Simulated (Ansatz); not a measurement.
Co on an Al site in Al

Method: Ansatz 0.2.0, DFT PBE, scalar-relativistic, plane waves, PAW. Run with 420 eV cutoff, 7×7×7 k-mesh, Gaussian smearing of 0.10 eV, collinear spin.

Host crystal, relaxed:

```cif
data_structure
_symmetry_space_group_name_H-M 'P 1'
_symmetry_Int_Tables_number 1
_cell_length_a 2.8579
_cell_length_b 2.8579
_cell_length_c 2.8579
_cell_angle_alpha 60.000
_cell_angle_beta 60.000
_cell_angle_gamma 60.000
_cell_volume 16.50
loop_
_atom_site_label
_atom_site_type_symbol
_atom_site_fract_x
_atom_site_fract_y
_atom_site_fract_z
_atom_site_occupancy
Al1 Al 0.00000 0.00000 0.00000 1
```

Supercell of 16 atoms, rows in host cell vectors: 1 -3 1; 1 1 1; -3 1 1. Atoms relax at the host's cell, keeping the symmetry that the supercell leaves at the site. The cell is small, so energies carry finite-size errors of tenths of an eV. The host is a metal. Atoms are taken from and returned to the elements' standard states.

Starting moments were lost in some runs.

Defect: Co on an Al site at (0.000, 0.000, 0.000) of the host cell.

(1) What is the formation energy of the neutral defect?

(2) Does the neutral defect carry a moment, and how do its surroundings relax?

Answers

(1) -0.34 eV.

(2) It adds no moment. The nearest neighbours before are 12 Al at 2.86 Å; after relaxation the atoms near the site are 12 Al at 2.79 Å; the largest move is 0.07 Å.